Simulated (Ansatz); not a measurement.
# Co, diamond: how the functional moves the structure

All rows: Ansatz, plane waves with scalar-relativistic PAW, 420 eV (500 eV for the SCAN forms), relaxed under each functional, no dispersion correction, no zero-point motion. B₀ comes from uniform scaling at fixed shape; a dash is a value not given.

```tsv
functional	V (Å³/atom)	cell	B₀ (GPa)	magnetic state	ΔE to hcp (meV/atom)
PBE	16.37	a = 5.078 Å	-	ferromagnetic, net 1.73 μB per atom	1299
r²SCAN	15.95	a = 5.035 Å	109	ferromagnetic, net 1.84 μB per atom	1346
m-r²SCAN	14.30	a = 4.854 Å	-	ferromagnetic, net 0.28 μB per atom	1341
PBEsol	14.26	a = 4.850 Å	-	ferromagnetic, net 0.34 μB per atom	1443
LDA	13.77	a = 4.794 Å	168	spin not included	1391
RPBE	16.97	a = 5.139 Å	91	ferromagnetic, net 1.76 μB per atom	1236
BLYP	17.14	a = 5.156 Å	89	ferromagnetic, net 1.72 μB per atom	933
```

LDA gives the smallest volume and BLYP the largest.

m-r²SCAN is r²SCAN on the gauge-invariant kinetic-energy density; without spin polarisation the two are equal.
